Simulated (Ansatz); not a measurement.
This P structure is the end of a relaxation. The cell was found from a structure generator's guess, not taken from experiment.

Theory: DFT PBE, scalar-relativistic, plane waves, PAW (Ansatz 0.2.0). Cutoff 420 eV, Γ-centred mesh, Gaussian smearing, no spin polarisation.

```xyz
4
Lattice="4.5930 0.0000 0.0000 0.0000 3.3051 0.0000 -1.1969 0.0000 5.7898" Properties=species:S:1:pos:R:3 pbc="T T T"
P     1.5059    0.0000    4.7314
P     0.3973    1.6526    1.0598
P     1.8903    0.0000    1.0584
P     2.9989    1.6526    4.7301
```

Energies count from the standard state of P at the same level. The references include black phosphorus.

(1) Find its symmetry and describe it.

(2) How far does it lie from the standard state of P?

(3) Is it a metal?

Results:

(1) P2/m (No. 10). Conventional cell: a = 4.593 Å, b = 3.305 Å, c = 5.912 Å, β = 101.7°. P on its first site has 3 P at 2.23–2.27 Å; around P on its second site lie 3 P at 2.23–2.26 Å.

(2) +0.002 eV/atom. It is level with the standard state within the noise.

(3) No, the gap on the 8×10×6 mesh is 0.31 eV.

The last run used an 8×10×6 mesh (in the run's order of axes) for its 4-atom cell and Gaussian smearing of 0.01 eV. Weakly bound directions are ill-defined at this level, which has no dispersion term. Kohn–Sham gaps at this level usually fall short of measured ones. The reference form of P is held partly by dispersion forces, which this level lacks. Small gaps are read on the mesh alone, and bands can cross between its points. This cell was reached by moving the atoms of another relaxed cell at random and relaxing again, last within the group found; it had no such test of its own.
